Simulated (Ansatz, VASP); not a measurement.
# Tl in VASP and in Ansatz

Contents of INCAR:

```
SYSTEM = Tl
ALGO = Normal
EDIFF = 1E-8
ENCUT = 520
GGA = PE
ISIF = 2
ISMEAR = -1
LASPH = .True.
LCHARG = .False.
LEFG = .True.
LREAL = .False.
LWAVE = .False.
NBANDS = 12
NELM = 80
PREC = Accurate
SIGMA = 0.05
```

The input KPOINTS:

```
k-points
0
Gamma
  16 16 16
  0 0 0
```

Contents of POSCAR:

```
Tl
1.0
    0.0000000000      2.1357396564      2.1357396564
    2.1357396564      0.0000000000      2.1357396564
    2.1357396564      2.1357396564      0.0000000000
Tl
1
Direct
    0.0000000000      0.0000000000      0.0000000000
```

Input for Ansatz:

```yaml
crystal:
  lattice:
    - [0.0, 2.1357396564, 2.1357396564]
    - [2.1357396564, 0.0, 2.1357396564]
    - [2.1357396564, 2.1357396564, 0.0]
  atoms:
    - { symbol: Tl, position: [0.0, 0.0, 0.0] }
kpoints:
  mp_grid: { grid: [16, 16, 16] }
scf:
  occupations: { method: fermi_dirac, width: 0.05 }
hamiltonian:
  xc: pbe
  pseudopotentials: { kind: paw }
output:
  forces: true
  stress: true
  eigenvalues: true
  efg: { contact_densities: true }
```

Change from the starting cell: volume scaled by 0.96, PAW files.

Alike in both runs: task electric field gradients; functional PBE; k mesh 16 × 16 × 16; occupations fermi-dirac, width 0.05 eV; no spin polarisation.

|  | VASP | Ansatz |
| --- | --- | --- |
| version | VASP 6.6.1 | Ansatz 0.2.0 |
| potentials or method | VASP PAW PBE potentials, release 64 (Tl_d) | PAW with Ansatz's default frozen-core files, scalar-relativistic |
| plane-wave cutoff (eV) | 520 | 420 |
| valence electrons in the cell | 13 | 13 |

VASP gave:

| Item | Value |
| --- | --- |
| pressure (GPa) | 45.9 |
| Vzz of the field gradient on the site that differs most (V/Å²) | 0.0 |

Task: What did Ansatz give for the same quantities?

Result: Pressure (GPa): 46.0; Vzz of the field gradient on the site that differs most (V/Å²): 0.0.

The functional is the same, so the differences come from potentials, cutoffs and numerics. Ansatz warned: «gradients_without_spin_orbit».

Caveats: so large a pressure means that the cell lies far from this level's equilibrium, or that cutoff or potentials fall short (VASP). Spin-orbit coupling is left out, which matters for the levels of Tl.
